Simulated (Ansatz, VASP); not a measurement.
# Two plane-wave programs on KF

```
K F
1.0
     0.00000    2.70937    2.70937
     2.70937    0.00000    2.70937
     2.70937    2.70937    0.00000
K F
1 1
Direct
  0.00000 0.00000 0.00000
  0.50000 0.50000 0.50000
```

Alike in both runs: functional PBE; k mesh 8 × 8 × 8; occupations gaussian, width 0.02 eV; no spin polarisation.

Ansatz relaxed the structure, and its values are those at the end. VASP's run is a single point on that final structure, the one shown.

```csv
,VASP,Ansatz
version,VASP 6.6.1,Ansatz 0.2.0
potentials or method,"VASP PAW PBE potentials, release 64 (K_sv, F)","scalar-relativistic, plane waves, PAW"
plane-wave cutoff (eV),520,420
valence electrons in the cell,16,16
```

Ansatz gave:

```
gap on the k mesh at the Fermi level (eV) : 5.97
least direct gap on the mesh (eV)         : 5.97
pressure (GPa)                            : 0.0
```

Estimate VASP's values.

gap on the k mesh at the Fermi level (eV): 5.95; least direct gap on the mesh (eV): 5.95; pressure (GPa): 0.0.

The functional is the same, so the differences come from potentials, cutoffs and numerics.

A k mesh can miss the band edges.
